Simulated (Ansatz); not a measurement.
# BeS (F-43m): the cell at rest

Task: relax BeS (F-43m) tightly.

Program: Ansatz 0.2.0. Level of theory: DFT LDA, scalar-relativistic, plane waves, PAW; PAW set soft_1. Results are calculated unless marked as measured.

The database entry behind the starting cell differs from later determinations by our own check (0.1 to 0.3 % short, probably kX units), so it need not match the best structure at ambient conditions.

### 1. Starting point

It takes space group F-43m (No. 216, cubic). The conventional cell has a = 4.850 Å, b = 4.850 Å, c = 4.850 Å, α = 90.00°, β = 90.00°, γ = 90.00°. Nearest to Be lie 4 S at 2.10 Å. Nearest to S lie 4 Be at 2.10 Å. Farther neighbours and most contacts between anions are not listed.

### 2. Probe on a coarse mesh

First a cheap look: the gap decides the mesh and the occupations, the pressure tells how far the cell has to move.

Input file input.yaml:

```yaml
crystal:
  lattice:
    - [0.0, 2.425, 2.425]
    - [2.425, 0.0, 2.425]
    - [2.425, 2.425, 0.0]
  atoms:
    - { symbol: Be, position: [0.0, 0.0, 0.0] }
    - { symbol: S, position: [0.25, 0.25, 0.25] }
kpoints:
  mp_grid: { grid: [6, 6, 6] }
hamiltonian:
  xc: lda
  pseudopotentials: { kind: paw, azcp: { folder: soft_1 }, xc_functional: pbe }
scf:
  occupations: { method: gaussian, width: 0.1 }
output:
  forces: true
  stress: true
  eigenvalues: true
```

The run is started by

```console
> ansatz run input.yaml --threads 4 --pin off --max-ram 10240MiB --backend cpu --events-out ev --progress --plain --runs-dir out
```

Numbers of over 12 decimals in the logs are rounded to 6 here.

Output:

```text
Engine: ansatz 0.2.0, aarch64-unknown-linux-gnu
Pseudopotentials: kind: paw
Pseudopotential: Be, paw, valence charge 2, recommended cutoff 420 eV (normal), soft_1/Be.paw.azcp
Pseudopotential: S, paw, valence charge 6, recommended cutoff 420 eV (normal), soft_1/S.paw.azcp
Functional definition: SPW92
  exchange = slater_x
  correlation = pw_c
Crystal: 2 atoms, lattice volume = 28.521 Å³
[...]
--- Band table (eV; the first three rows and the last of 16) ---
  k-point 0: bands = ["-8.5038", "5.1649", "5.1649", "5.1649", "10.6831", "10.6831", "10.6831", "10.8212"]
  k-point 1: bands = ["-8.1913", "3.2493", "4.8332", "4.8332", "10.5721", "11.2490", "11.2490", "12.8568"]
  k-point 2: bands = ["-7.4093", "0.5604", "4.3250", "4.3250", "10.5271", "11.6697", "11.6697", "15.3207"]
  k-point 15: bands = ["-6.2892", "0.5500", "1.7086", "1.9162", "10.1251", "11.6791", "14.9909", "15.4794"]
[key lines of the parts left out:]
SCF converged after 7 iterations
Free energy (F): -960.005916 eV
Fermi energy:    6.613619 eV
P = ⅓ Tr σ = -3.1805 GPa (-31.805 kbar)
```

It took 0.38 s on 4 threads of Arm Neoverse V1, shared host; peak memory 0.24 GiB.

A gap read on the k-mesh alone can miss the band edges.

Numbers from this step:

* pressure: -3.180 GPa
* gap on the k-mesh: 2.897 eV
* volume per atom: 14.26 Å³
* direct gap on mesh: 5.518 eV

The coarse mesh shows a gap of 2.90 eV and a pressure of -3.2 GPa.

### 3. Bringing the structure to rest

The cell and atoms are relaxed, since residual forces and stress would shift the frequencies.

input.yaml, the sections that differ from step 2:

```yaml
kpoints:
  mp_grid: { grid: [8, 8, 8] }
scf:
  occupations: { method: gaussian, width: 0.02 }
relax:
  adjacent_minimum: "off"
  f_tol: 0.005
  max_steps: 80
  cell: { stress_tol: 0.05 }
# crystal, hamiltonian, output: as in step 2
```

Output:

```text
[...]
Crystal: 2 atoms, lattice volume = 28.521 Å³
Basis set: ecut = 420 eV, 537 PW (Γ)
Bands: 8, of which v1, the nominal top of the filled ones, is band 4 counted from 1 (3 counted from 0)
Symmetry: 24 space group operations
[...]
k-points: 29 of 512 (time reversal used)
[...]
SCF iter   1: F=—  HF=-960.202482 eV  |F-HF|=—  |Δ(HF+E_count)|=         —  Δρ=4.36e-2  dr2=5.28e-1  ethr=3.10e-3  ⟨swp⟩=6.2  Hψ=2192  notcnv=0
[...]
SCF iter   7: F=-960.008836 eV  HF=-960.008836 eV  |F-HF|=1.49e-11  |Δ(HF+E_count)|=   3.42e-9  Δρ=3.76e-7  dr2=3.31e-11  ethr=1.93e-10  ⟨swp⟩=2.1  Hψ=812  notcnv=0
SCF 1 converged in 7 iterations: F = -960.008836 eV  dr2 = 3.31e-11
[...]
relax step   1: F+E_penalty+E_count = -960.00883591 eV  Δ(F+E_penalty+E_count) = +0.000e0 eV  max|allowed force component| = 1.665e-16 eV/Å  Δτ_max = 0.0000 Å  P = -3.219 GPa  Ω = 28.521 Å³  (7 SCF iters, dr2 threshold 1.00e-7 eV, accepted)
Crystal: 2 atoms, lattice volume = 27.973 Å³
[...]
iter 1 solved again at ethr=1.24e-5 eV; its pass at ethr=3.10e-3 eV (dr2=9.91e-4 eV) is discarded
[...]
SCF iter   4: F=-960.016902 eV  HF=-960.016902 eV  |F-HF|=7.74e-9  |Δ(HF+E_count)|=   4.39e-7  Δρ=3.50e-5  dr2=1.89e-7  ethr=2.50e-9  ⟨swp⟩=7.3  Hψ=1368  notcnv=0
SCF 2 converged in 4 iterations: F = -960.016902 eV  dr2 = 1.89e-7
[...]
relax step   2: F+E_penalty+E_count = -960.01690189 eV  Δ(F+E_penalty+E_count) = -8.066e-3 eV  max|allowed force component| = 3.932e-17 eV/Å  Δτ_max = 0.0000 Å  P = -1.406 GPa  Ω = 27.973 Å³  energy of the carried Pulay correction = +9.808e-5 eV  (4 SCF iters, dr2 threshold 2.00e-7 eV, accepted)
Crystal: 2 atoms, lattice volume = 27.562 Å³
[...]
SCF iter   4: F=-960.018718 eV  HF=-960.018718 eV  |F-HF|=3.82e-9  |Δ(HF+E_count)|=   2.84e-7  Δρ=2.83e-5  dr2=1.21e-7  ethr=2.50e-9  ⟨swp⟩=6.7  Hψ=1329  notcnv=0
SCF 3 converged in 4 iterations: F = -960.018718 eV  dr2 = 1.21e-7
relax step   3: F+E_penalty+E_count = -960.01871810 eV  Δ(F+E_penalty+E_count) = -1.816e-3 eV  max|allowed force component| = 7.633e-17 eV/Å  Δτ_max = 0.0000 Å  P = +0.068 GPa  Ω = 27.562 Å³  energy of the carried Pulay correction = +1.728e-4 eV  (4 SCF iters, dr2 threshold 2.00e-7 eV, accepted)
[...]
relax step   4: F+E_penalty+E_count = -960.01871845 eV  Δ(F+E_penalty+E_count) = -3.546e-7 eV  max|allowed force component| = 6.708e-17 eV/Å  Δτ_max = 0.0000 Å  P = -0.002 GPa  Ω = 27.580 Å³  energy of the carried Pulay correction = +1.694e-4 eV  (3 SCF iters, dr2 threshold 1.16e-8 eV, accepted)
[...]
SCF iter   1: F=—  HF=-960.018553 eV  |F-HF|=—  |Δ(HF+E_count)|=         —  Δρ=3.76e-5  dr2=4.57e-8  ethr=3.95e-6  ⟨swp⟩=2.6  Hψ=2853  notcnv=0
eigensolver tolerance schedule: the retry pair's looser diagonalisation over-reported the residual by 6902.20 of it (diagonalisation noise at an unbounded share of the residual, at the tolerance the schedule requests for it); recorded, not acted on — ethr = c·dr2/N_el stays at c = 1.0e-1
SCF iter   2: F=—  HF=-960.018553 eV  |F-HF|=—  |Δ(HF+E_count)|=   2.40e-7  Δρ=1.87e-5  dr2=1.83e-8  ethr=5.72e-10  ⟨swp⟩=3.2  Hψ=450  notcnv=0
[...]
SCF iter   5: F=-960.018553 eV  HF=-960.018553 eV  |F-HF|=1.21e-11  |Δ(HF+E_count)|=  6.25e-11  Δρ=3.10e-7  dr2=1.97e-11  ethr=1.00e-12  ⟨swp⟩=5.0  Hψ=1103  notcnv=0
SCF 5 converged in 5 iterations: F = -960.018553 eV  dr2 = 1.97e-11
relax step   5: F+E_penalty+E_count = -960.01855300 eV  Δ(F+E_penalty+E_count) = +1.655e-4 eV  max|allowed force component| = 8.789e-17 eV/Å  Δτ_max = 0.0000 Å  P = -0.005 GPa  Ω = 27.580 Å³  stress off target by 4.71e-3 GPa  SCF on the basis re-selected at this cell (its energy is not comparable with the rows above)  (5 SCF iters)
basis re-selected at this cell: Δ(F+E_penalty+E_count) = +1.655e-4 eV, ΔP = -0.002 GPa vs the last step (what re-selecting the basis moved, of the pressure what is left beyond the Pulay correction that the steps carried, after the strain that the cell walked since its last selection, with what the two solves' SCF thresholds leave and, on support functions, any second-order correction that the steps lacked; it is no m [...]
SCF converged after 5 iterations
Free energy (F): -960.018553 eV
[...]
Internal energy: -960.018553 eV  (E = F + TS)
E sigma→0 (E₀):  -960.018553 eV
Fermi energy:    6.967259 eV
[...]
--- Stress (GPa, compression-positive) ---
       -0.004707       0.000000      -0.000000
       -0.000000      -0.004707       0.000000
       -0.000000       0.000000      -0.004707
  P = ⅓ Tr σ = -0.0047 GPa (-0.047 kbar)
--- Band table (eV; the first three rows and the last of 29) ---
[...]
--- Relaxed structure (4 steps of the walk, 4 accepted, 1 SCFs on fresh bases) ---
  F+E_penalty+E_count = -960.01855300 eV   max|allowed force component| = 8.789e-17 eV/Å   (the final SCF, on the basis selected at the relaxed cell)
  cell:  # Å, volume = 27.5804 Å³
    - [0, 2.398041, 2.398041]
    - [2.398041, 0, 2.398041]
    - [2.398041, 2.398041, 0]
  atoms:
    - { symbol: Be, position: [0, 0, 0] }
    - { symbol: S, position: [0.250000, 0.250000, 0.250000] }
```

It took 1.7 s on 4 threads; peak memory 0.28 GiB.

The steps of the relaxation:

```tsv
step	energy less that of the first step (eV)	largest force component (eV/Å)	pressure (GPa)	volume (Å³)
1	0.0000	0.0000	-3.22	28.52
2	-0.0081	0.0000	-1.41	27.97
3	-0.0099	0.0000	0.07	27.56
4	-0.0099	0.0000	0.00	27.58
5*	-0.0097	0.0000	0.00	27.58
```

Relaxation steps marked * repeat the geometry before them on a plane-wave basis chosen anew for their cell, so energy and pressure can jump there.

The run keeps the 24 symmetry operations that it works with, so distortions that break them were not tested.

```tsv
conventional cell, symmetrised	before	after	change
a (Å)	4.850	4.796	-1.1 %
b (Å)	4.850	4.796	-1.1 %
c (Å)	4.850	4.796	-1.1 %
volume (Å³/atom)	14.26	13.79	-3.3 %
```

The relaxed structure:

```xyz
2
Lattice="0.0000 2.3980 2.3980 2.3980 0.0000 2.3980 2.3980 2.3980 0.0000" Properties=species:S:1:pos:R:3 pbc="T T T"
Be    0.0000    0.0000    0.0000
S     1.1990    1.1990    1.1990
```

This step gave:

```yaml
pressure: -0.004707 GPa
gap_on_the_k_mesh: 2.825 eV
volume_per_atom: 13.79 Å³
direct_gap_on_mesh: 5.503 eV
```

In this step the volume went from 14.26 to 13.79 Å³/atom.

### 4. Relaxing to small forces for the phonons

Phonons need a cell at rest on their own settings, so the relaxation is repeated with tight tolerances on forces and stress on the k mesh and occupations of the first response run.

input.yaml, the sections that differ from step 3:

```yaml
crystal:
  lattice:
    - [0.0, 2.3980410809, 2.3980410809]
    - [2.3980410809, 0.0, 2.3980410809]
    - [2.3980410809, 2.3980410809, 0.0]
  atoms:
    - { symbol: Be, position: [0.0, 0.0, 0.0] }
    - { symbol: S, position: [0.25, 0.25, 0.25] }
scf:
  occupations: { method: fixed }
relax:
  adjacent_minimum: "off"
  f_tol: 0.001
  max_steps: 60
  cell: { stress_tol: 0.01 }
# kpoints, hamiltonian, output: as in step 3
```

Output:

```text
[...]
Crystal: 2 atoms, lattice volume = 27.580 Å³
Basis set: ecut = 420 eV, 537 PW (Γ)
Bands: 8, of which v1, the nominal top of the filled ones, is band 4 counted from 1 (3 counted from 0)
[... 1 set-up line as in the run before ...]
[...]
k-points: 29 of 512 (time reversal used)
[...]
P = ⅓ Tr σ = -0.0047 GPa (-0.047 kbar)
--- Band table (eV; the first three rows and the last of 29) ---
[...]
--- Relaxed structure (1 steps of the walk, 1 accepted, 1 SCFs on fresh bases) ---
[...]
cell:  # Å, volume = 27.5804 Å³
    - [0.0, 2.3980410809, 2.3980410809]
    - [2.3980410809, 0.0, 2.3980410809]
    - [2.3980410809, 2.3980410809, 0.0]
  atoms:
    - { symbol: Be, position: [0.0, 0.0, 0.0] }
    - { symbol: S, position: [0.25, 0.25, 0.25] }
[key lines of the parts left out:]
SCF converged after 10 iterations
Free energy (F): -960.018553 eV
Fermi energy:    5.554626 eV
```

Run time: 0.83 s. Hardware: 4 threads; peak memory 0.27 GiB; 2.5 s of CPU time.

Little changed from the start: no atom moved by 0.005 Å and no cell edge by 0.1 %.

This step gave:

* pressure: -0.004705 GPa

The forces vanish by symmetry and the pressure is -0.005 GPa, within the tolerances set. The cell now holds 13.79 Å³/atom.

### 5. Outcome

| Quantity | Value |
| --- | --- |
| space group after relaxation (within 0.01 Å) | F-43m |
| lattice constant a | 4.796 Å |
| lattice constant b | 4.796 Å |
| lattice constant c | 4.796 Å |
| volume per atom | 13.8 Å³ |
| gap on the k-mesh | 2.83 eV |

What this shows: The forces vanish by symmetry and the pressure is -0.005 GPa, within the tolerances set. The cell now holds 13.79 Å³/atom. The relaxation keeps the symmetry of its start, so it says nothing on stability against lower symmetry. The PAW files were made for PBE and serve the other functionals too.

[Logs are printed without paths, hosts, clocks, repeated set-up lines and the standing remarks that a program may print on its own settings, such as how far it seeks lower states.]

[Hosts, paths, dates, database ids (printed as entryN), source tags and the programs' standing remarks are cut or masked in the printed files.]
